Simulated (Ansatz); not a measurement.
A single-point calculation of a 2-atom cell of BeSe started from a crystallographic database with Ansatz, at the level LC-ωPBE. The cell was relaxed beforehand with r2SCAN.

```yaml
crystal:
  lattice:
    - [0.0, 2.5810355896, 2.5810355896]
    - [2.5810355896, 0.0, 2.5810355896]
    - [2.5810355896, 2.5810355896, 0.0]
  atoms:
    - { symbol: Be, position: [0.0, 0.0, 0.0] }
    - { symbol: Se, position: [0.25, 0.25, 0.25] }
kpoints:
  mp_grid: { grid: [6, 6, 6] }
hamiltonian:
  xc: lc_wpbe
scf:
  occupations: { method: fixed }
  n_extra_bands: 4
output:
  forces: true
  stress: true
  eigenvalues: true
  write_density: true
  write_potential: true
  elf: true
  volumetric_format: npy
```

In the abridged output below, numbers in square brackets stand for lines, or ends of lines, that were taken out.
```
Functional definition: LC-wPBE
Crystal: 2 atoms, lattice volume = 34.388 Å³
Basis set: ecut = 420 eV, 645 PW (Γ)
Bands: 13, of which v1, the nominal top of the filled ones, is band 9 counted from 1 (8 counted from 0)
Symmetry: 24 space group operations
Space group: F-43m (ITA 216)
k-points: 16 of 216 (time reversal used)
[warm-up without exact exchange]
SCF 1 stopped early in 2 iterations: F = -5563.433042 eV  dr2 = 2.43e-6
[exact exchange on]
Exchange kernel: α = 0.0000 at short range, 1.0000 at long range (ω = 0.7559 Å⁻¹), several ranges, Wigner–Seitz truncation, v(0) = 13118.2533 eV·Å³, q-mesh 6×6×6
SCF 2 stopped early in 5 iterations: F = -5564.792535 eV  dr2 = 1.30e-5
hybrid outer 1: dexx = +4.742e-2 eV, tail = 5.96e-4 eV
SCF 3 converged in 4 iterations: F = -5564.793433 eV  dr2 = 6.39e-9
hybrid outer 2: dexx = +9.117e-6 eV, tail = 2.20e-6 eV, Δε = 6.92e-3 eV
SCF 4 converged in 2 iterations: F = -5564.793437 eV  dr2 = 3.15e-9
hybrid outer 3: dexx = +3.436e-8 eV, tail = 1.66e-8 eV, Δε = 4.27e-4 eV, ΔF = 3.70e-17 eV/Å
Free energy (F): -5564.793437 eV
[1]
--- Per-component energies (eV) ---
  E_band       = -478.219284
  E_kinetic    = 139.165448
  E_local      = -2531.792926
  E_nonlocal   = -592.260879
  E_hartree    = 1250.323271
  E_xc         = -70.515549
  E_vxc        = -73.499939
  E_exx        = -96.444050
  E_paw        = -1929.154811
  E_vpaw       = 272.411994
  E_ewald      = -1734.221242
  E_core_change = 0.107826
--- Stress (GPa, compression-positive) ---
       -2.484565       0.000000       0.000000
        0.000000      -2.484565       0.000000
        0.000000       0.000000      -2.484565
  P = ⅓ Tr σ = -2.4846 GPa (-24.846 kbar)
--- Band table (eV; the first three rows and the last of 16) ---
[2]
```

The rows of the band table are 0: (0, 0, 0) = Γ, 1: (0, 0, 1/6), 2: (0, 0, 1/3), 15: (1/6, -1/2, -1/3).

Task: Give the withheld lines. They hold the Fermi energy and the band table.

Result:
```
[1]
Fermi energy:    3.696002 eV
[2]
  k-point 0: bands = […, -45.5667, -45.5667, -13.1479, 3.6960, 3.6960, 3.6960, 13.8835, 14.7733, 14.7733, 14.7733]
  k-point 1: bands = […, -45.5666, -45.5666, -12.8008, 1.2346, 3.2875, 3.2875, 14.1294, 15.4272, 15.4272, 16.7918]
  k-point 2: bands = […, -45.5663, -45.5663, -11.9296, -2.2164, 2.6231, 2.6231, 13.9708, 15.9095, 15.9095, 19.5484]
  k-point 15: bands = […, -45.5664, -45.5659, -10.6729, -2.4355, -0.6554, -0.2497, 14.0043, 15.6563, 19.2477, 20.1012]
```
The trailing digits, and the zero of the energies, depend on the potentials and thresholds.

The LC-ωPBE gap is indirect, 8.02 eV (Γ to X), below the direct gap of 10.19 eV at Γ. Edges are sought over the mesh and the listed points. The mean pressure is -2.5 GPa (compression positive), so LC-ωPBE would shrink the cell's volume. (The program warns that its thresholds are loose for a hybrid's stress.)

Command: `ansatz run input.yaml --threads 2 --pin off --max-ram 2211MiB --backend cpu --events-out ev --progress --plain --runs-dir out`. Wall time 20 s on 2 threads of Arm Neoverse V1 (shared host), load about 0.4 per core; peak host memory 1.2 GiB.

(Simulation; spin polarisation is off.)

Spin-orbit coupling is left out.

The meshes of the hybrids are coarse, so their gaps aren't converged to the digits shown.
